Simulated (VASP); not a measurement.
Input of a VASP 6.6.1 run:

The input INCAR:

```
PREC     = Accurate       # precision mode
ENCUT    = 520            # plane-wave cutoff, eV
EDIFF    = 1E-7           # SCF threshold, eV
ISMEAR   = 0              # smearing method
SIGMA    = 0.03           # smearing width, eV
LREAL    = False          # projectors in reciprocal space
LASPH    = True           # aspherical terms in the spheres
NELM     = 80             # most SCF steps
ALGO     = Normal         # electronic algorithm
ISIF     = 2              # what is computed and relaxed
LWAVE    = False          # write WAVECAR
LCHARG   = False          # write CHGCAR
LNONCOLLINEAR= True           # non-collinear magnetism
MAGMOM   = 0 0 0 0 0 0 0 0 0 0 0 0 0 0 0 0 0 0 0 0 0 0 0 0 0 0 0 0 0 0 0 0 0 0 0 0 0 0 0 0 0 0 0 0 0 0 0 0 # initial moments
LORBIT   = 11             # projections on sites
LSORBIT  = True           # spin-orbit coupling
GGA_COMPAT= False        
GGA      = PS             # functional
NBANDS   = 252            # bands
KPAR     = 4
```

KPOINTS

```
regular mesh
0
Gamma
  4 4 4
```

Contents of POSCAR:

```
SnGe7                                   
1.0
   -0.0063261107      5.7871292874     -5.8003695442
    5.7808031767      5.7808031767      0.0000000000
    5.7871292874     -0.0063261107     -5.8003695442
  Sn              Ge            
     2    14
Direct
     0.5003662318305058    0.9996337681694942    0.5003662318305058
     0.5003662318305058    0.4996337681694942    0.5003662318305058
     0.0003513480525039    0.0000246590477528    0.4995993338519976
     0.0003513480525039    0.5000246590477527    0.4995993338519976
     0.4995993338519976    0.0000246590477528    0.0003513480525039
     0.4995993338519976    0.5000246590477527    0.0003513480525039
     0.0005399913318569    0.9994600086681432    0.0005399913318569
     0.0005399913318569    0.4994600086681431    0.0005399913318569
     0.3653837923231977    0.3846162076768023    0.3653837923231977
     0.3653837923231977    0.8846162076768024    0.3653837923231977
     0.8883275263375265    0.3708155377447801    0.3700413981729062
     0.8883275263375265    0.8708155377447802    0.3700413981729062
     0.3700413981729062    0.3708155377447801    0.8883275263375265
     0.3700413981729062    0.8708155377447802    0.8883275263375265
     0.8753903780994983    0.3746096219005015    0.8753903780994983
     0.8753903780994983    0.8746096219005017    0.8753903780994983
```

Contents of KPOINTS_OPT:

```
explicit points
6
Reciprocal
 0.0000000000  0.0000000000  0.0000000000 1
 0.3750000000  0.3750000000  0.7500000000 1
 0.5000000000  0.5000000000  0.5000000000 1
 0.6250000000  0.2500000000  0.6250000000 1
 0.5000000000  0.2500000000  0.7500000000 1
 0.5000000000  0.0000000000  0.5000000000 1
```

Potentials or basis: VASP PAW PBE potentials, release 64 (Sn_d, Ge_d).

The run is started by

```bash
$ cat potpaw_PBE.64/Sn_d/POTCAR potpaw_PBE.64/Ge_d/POTCAR > POTCAR
$ mpirun -np 4 vasp_ncl > vasp.out
```

**Question.** What does it give for the largest force?

**Answer.** 0.016 eV/Å.

**Question.** Estimate the pressure.

**Answer.** -0.1 GPa.

Forces in eV/Å, atoms in the order of the input:
```
Sn   0.000  0.000  0.011
Sn   0.000  0.000  0.011
Ge   0.003 -0.003  0.011
Ge   0.003 -0.003  0.011
Ge  -0.003  0.003  0.011
Ge  -0.003  0.003  0.011
Ge   0.000  0.000  0.002
Ge   0.000  0.000  0.002
Ge   0.000  0.000 -0.008
Ge   0.000  0.000 -0.008
Ge  -0.002  0.002 -0.006
Ge  -0.002  0.002 -0.006
Ge   0.002 -0.002 -0.006
Ge   0.002 -0.002 -0.006
Ge   0.000  0.000 -0.016
Ge   0.000  0.000 -0.016
```

Caveat: the PAW data sets were made with another functional, which shifts forces and pressure a little.
